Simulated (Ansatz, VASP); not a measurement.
Ti in VASP and in Ansatz

File INCAR:

```
PREC = Accurate ; ENCUT = 520
EDIFF = 1E-7 ; ISMEAR = -1
SIGMA = 0.05 ; LREAL = F
LASPH = T ; NELM = 60
ALGO = Normal ; ISIF = 2
LWAVE = F ; LCHARG = F
NBANDS = 12
```

KPOINTS

```
Automatic mesh
0
Gamma
  11 11 11
```

File POSCAR:

```
Ti
1.0
    0.0000000000      2.0163754284      2.0163754284
    2.0163754284      0.0000000000      2.0163754284
    2.0163754284      2.0163754284      0.0000000000
Ti
1
Direct
    0.0000000000      0.0000000000      0.0000000000
```

The input input.yaml:

```yaml
crystal:
  lattice:
    - [0.0, 2.0163754284, 2.0163754284]
    - [2.0163754284, 0.0, 2.0163754284]
    - [2.0163754284, 2.0163754284, 0.0]
  atoms:
    - { symbol: Ti, position: [0.0, 0.0, 0.0] }
kpoints:
  mp_grid: { grid: [11, 11, 11] }
scf:
  occupations: { method: fermi_dirac, width: 0.05 }
hamiltonian:
  xc: lda
  pseudopotentials: { kind: all_electron, lapw: { basis_error: 0.001 } }
output:
  forces: true
  stress: true
  eigenvalues: true
```

Change from the starting cell: volume scaled by 0.98.

Alike in both runs: task single point; functional LDA; k mesh 11 × 11 × 11; occupations fermi-dirac, width 0.05 eV; no spin polarisation.

```csv
,VASP,Ansatz
version,VASP 6.6.1,Ansatz 0.2.0
potentials or method,"VASP PAW LDA potentials, release 64 (Ti_sv)","all-electron LAPW, scalar-relativistic"
plane-wave cutoff (eV),520,see its input
```

Ansatz gave:

* gap on the k mesh at the Fermi level (eV): none
* pressure (GPa): -2.9

Task: Which values does VASP return?

Result: gap on the k mesh at the Fermi level (eV): none; pressure (GPa): -3.1.

A gap of «none» marks a metal or a gap that the smearing closes. Ansatz ran all-electron here, so the differences hold the error of VASP's frozen core and of both bases.
